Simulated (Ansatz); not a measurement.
Write the native input for Ansatz 0.2.0 that does the following.

```yaml
Task: band structure
Functional: PBEsol
Potentials_or_basis: all-electron LAPW, non-relativistic
Cutoff: 260 eV (chosen from the basis error)
Basis_error_allowed: 0.001 eV/atom
k_mesh: 7 × 7 × 7
Occupations: fermi-dirac, width 0.05 eV
Spin: no spin polarisation
```

CdTe:

```
Te Cd
1.0
     0.00000    3.20500    3.20500
     3.20500    0.00000    3.20500
     3.20500    3.20500    0.00000
Te Cd
1 1
Direct
  0.75000 0.75000 0.75000
  0.00000 0.00000 0.00000
```

These files were run (other wordings do the same):

input.yaml

```yaml
crystal:
  lattice:
    - [0.0, 3.205, 3.205]
    - [3.205, 0.0, 3.205]
    - [3.205, 3.205, 0.0]
  atoms:
    - { symbol: Te, position: [0.75, 0.75, 0.75] }
    - { symbol: Cd, position: [0.0, 0.0, 0.0] }
kpoints:
  mp_grid: { grid: [7, 7, 7] }
  band_path:
    path:
      - [0.0, 0.0, 0.0]
      - [0.5, 0.0, 0.5]
      - [0.5, 0.25, 0.75]
      - [0.375, 0.375, 0.75]
      - [0.0, 0.0, 0.0]
      - [0.5, 0.5, 0.5]
      - [0.625, 0.25, 0.625]
      - [0.5, 0.25, 0.75]
    npoints: 12
scf:
  occupations: { method: fermi_dirac, width: 0.05 }
hamiltonian:
  xc: pbesol
  pseudopotentials:
    kind: all_electron
    lapw: { basis_error: 0.001 }
    relativity: none
output:
  forces: true
  stress: true
  eigenvalues: true
```

Potentials or basis: all-electron LAPW, non-relativistic.

The run is started by

```console
$ ansatz run input.yaml --threads 1 --pin off --max-ram 3072MiB --backend cpu --events-out ev --progress --plain --runs-dir out
```

It gave:

```json
{
  "Pressure": "3.7 GPa",
  "Band gap on the k mesh": "1.93 eV, direct",
  "Band gap along the path": "1.93 eV, direct"
}
```

Caveat: relativity is left out, which matters for the heavier elements; spin-orbit coupling is left out, which moves the levels of the heavy elements.

It took 49 s on 1 thread of Intel(R) Xeon(R) Processor @ 2.50GHz (Skylake/Cascade Lake), on a shared host, peak memory 0.32 GiB.
